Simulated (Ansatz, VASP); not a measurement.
Two plane-wave programs on B

File INCAR:

```
PREC     = Accurate       # precision mode
ENCUT    = 600            # plane-wave cutoff, eV
EDIFF    = 1E-7           # SCF threshold, eV
ISMEAR   = -1             # smearing method
SIGMA    = 0.1            # smearing width, eV
LREAL    = False          # projectors in reciprocal space
LASPH    = True           # aspherical terms in the spheres
NELM     = 60             # most SCF steps
ALGO     = Normal         # electronic algorithm
ISIF     = 3              # what is computed and relaxed
LWAVE    = False          # write WAVECAR
LCHARG   = False          # write CHGCAR
IBRION   = 2              # ionic algorithm
NSW      = 80             # ionic steps
EDIFFG   = -0.01          # ionic threshold
```

File KPOINTS:

```
regular mesh
0
Gamma
  16 16 16
```

File POSCAR:

```
B
1.0
    1.9200471483      0.0000000000      0.0000000000
    0.0000000000      1.9200471483      0.0000000000
    0.0000000000      0.0000000000      1.9200471483
B
1
Direct
    0.0000000000      0.0000000000      0.0000000000
```

Input for Ansatz:

```yaml
crystal:
  lattice:
    - [1.9200471483, 0.0, 0.0]
    - [0.0, 1.9200471483, 0.0]
    - [0.0, 0.0, 1.9200471483]
  atoms:
    - { symbol: B, position: [0.0, 0.0, 0.0] }
hamiltonian:
  xc: lda
  pseudopotentials:
    kind: paw
    azcp:
      B: "pseudopotentials/B.paw.azcp"
basis:
  ecutwfc: 420
  fft_grid_basis: typed
kpoints:
  mp_grid: { grid: [16, 16, 16], shift: [0, 0, 0] }
magnetization:
  spin_polarized: false
scf:
  occupations: { method: fermi_dirac, width: 0.1 }
relax:
  max_steps: 60
  f_tol: 0.01
  cell: {}
output:
  write_density: true
  write_potential: true
  elf: true
  volumetric_format: npy
```

The cell was built by a generator and needn't be a form met in nature.

Alike in both runs: task relaxation of cell and atoms; functional LDA; k mesh 16 × 16 × 16; occupations fermi-dirac, width 0.1 eV; no spin polarisation.

|  | VASP | Ansatz |
| --- | --- | --- |
| version | VASP 6.6.1 | Ansatz 0.2.0 |
| potentials or method | VASP PAW LDA potentials, release 64 (B) | plane waves (420 eV) with PAW, scalar-relativistic |
| plane-wave cutoff (eV) | 600 | 420 |
| valence electrons in the cell | 3 | 3 |

Ansatz gave:

- relaxed volume (Å³/atom): 6.47
- relaxed cell length with the largest relative difference (Å): 1.864
- energy change over the relaxation (meV/atom): -39

Estimate VASP's values.

relaxed volume (Å³/atom): 6.48; relaxed cell length with the largest relative difference (Å): 1.864; energy change over the relaxation (meV/atom): -38.

Ansatz warned: «pseudo_functional_mismatch».
